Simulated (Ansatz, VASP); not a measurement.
One calculation of AlN, two programs

```
Al N
1.0
     3.12859    0.00000    0.00000
    -1.56429    2.70944    0.00000
     0.00000    0.00000    5.01696
Al N
2 2
Direct
  0.66667 0.33333 0.49929
  0.33333 0.66667 0.99929
  0.66667 0.33333 0.88071
  0.33333 0.66667 0.38071
```

The cell is a database's computed one.

Alike in both runs: task relaxation of cell and atoms; functional r2SCAN; k mesh 9 × 9 × 4; occupations gaussian, width 0.02 eV; no spin polarisation.

```csv
,VASP,Ansatz
version,VASP 6.6.1,Ansatz 0.2.0
potentials or method,"VASP PAW PBE potentials, release 64 (Al, N)","scalar-relativistic, plane waves, PAW"
plane-wave cutoff (eV),600,500
valence electrons in the cell,16,16
```

```tsv
	VASP	Ansatz	Ansatz less VASP
gap on the k mesh at the Fermi level, each at its own relaxed structure (eV)	4.93	4.88	-0.051
relaxed volume (Å³/atom)	10.39	10.40	+0.015
relaxed cell length with the largest relative difference (Å)	4.976	4.979	+0.0028
energy change over the relaxation (meV/atom)	-4	-3	+0.4
```

Caveats: the PAW data sets were made with another functional, which shifts forces and pressure a little (VASP). r2SCAN opens gaps a little over a GGA but as a rule still falls short of measured ones.
